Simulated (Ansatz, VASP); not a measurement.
SnSe2: VASP beside Ansatz

```
Sn Se
1.0
     3.74865    0.00000    0.00000
    -1.87432    3.24642    0.00000
     0.00000    0.00000    6.10254
Sn Se
1 2
Direct
  0.00000 0.00000 0.00000
  0.33333 0.66667 0.26117
  0.66667 0.33333 0.73883
```

Change from the starting cell: hydrostatic strain -2.0%.

Alike in both runs: task single point; functional PBE; k mesh 12 × 12 × 4; occupations fermi-dirac, width 0.02 eV; no spin polarisation.

```csv
,VASP,Ansatz
version,VASP 6.6.1,Ansatz 0.2.0
potentials or method,"VASP PAW PBE potentials, release 64 (Sn_d, Se)","plane waves, PAW"
plane-wave cutoff (eV),520,420
valence electrons in the cell,26,46
```

|  | VASP | Ansatz | Ansatz less VASP |
| --- | --- | --- | --- |
| pressure (GPa) | 5.9 | 5.8 | -0.09 |
| largest component of the traceless stress (GPa) | 1.12 | 1.14 | +0.016 |
| rms of the force components (eV/Å) | 0.146 | 0.138 | -0.0080 |

Atom by atom the forces differ by 0.008 eV/Å (rms over components). The two sets of potentials don't hold the same shells in valence.

Caveats: this functional lacks dispersion, which binds the layers, so the pressure and a relaxed spacing across them are unreliable. A k mesh can miss the band edges.
